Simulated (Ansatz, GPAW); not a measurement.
# SnTe: 3 runs at one level of theory

```
Te Sn
1.0
     0.00000    3.15085    3.15085
     3.15085    0.00000    3.15085
     3.15085    3.15085    0.00000
Te Sn
1 1
Cartesian
  3.1509 3.1509 3.1509
  0.0000 0.0000 0.0000
```

Alike in all runs: task single point; functional PBE; k mesh 7 × 7 × 7; occupations gaussian, width 0.022 eV; no spin polarisation; no spin-orbit coupling. Pressure is positive in compression and, in plane waves, holds the error of the finite cutoff, which Ansatz's Pulay term estimates and takes out.

| program and potentials | plane-wave cutoff (eV) | notes | pressure (GPa) |
| --- | --- | --- | --- |
| Ansatz, Ansatz PAW | 420 | 15 valence electrons an atom on average; Pulay term of +0.03 GPa included | 2.23 |
| GPAW, GPAW PAW data sets (gpaw-data 1.2.1) | 600 | 10 valence electrons an atom on average | 1.95 |
| Ansatz, all-electron LAPW, scalar-relativistic | - | - | 2.23 |

The pressure spans 1.95 (GPAW, GPAW PAW data sets (gpaw-data 1.2.1)) to 2.23 GPa (Ansatz, all-electron LAPW, scalar-relativistic), with all-electron results at 2.23.

The functional is the same throughout but for its coding, so the spread measures potentials, basis and numerics; runs on potential files found faulty are left out.
